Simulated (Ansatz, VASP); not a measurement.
# Sr in VASP and in Ansatz

```
Sr
1.0
    -2.48276    2.48276    2.48276
     2.48276   -2.48276    2.48276
     2.48276    2.48276   -2.48276
Sr
1
Direct
  0.00000 0.00000 0.00000
```

Change from the starting cell: volume scaled by 1.06.

Alike in both runs: task single point; functional PBE; k mesh 8 × 8 × 8; occupations fermi-dirac, width 0.05 eV; no spin polarisation.

|  | VASP | Ansatz |
| --- | --- | --- |
| version | VASP 6.6.1 | Ansatz 0.2.0 |
| potentials or method | VASP PAW PBE potentials, release 64 (Sr_sv), cutoff 520 eV | all-electron LAPW, scalar-relativistic |

|  | VASP | Ansatz | Ansatz less VASP |
| --- | --- | --- | --- |
| gap on the k mesh at the Fermi level (eV) | none | none | - |
| pressure (GPa) | -1.2 | -1.2 | 0.00 |

A gap of «none» marks a metal or a gap that the smearing closes. Ansatz ran all-electron here, so the differences hold the error of VASP's frozen core and of both bases.
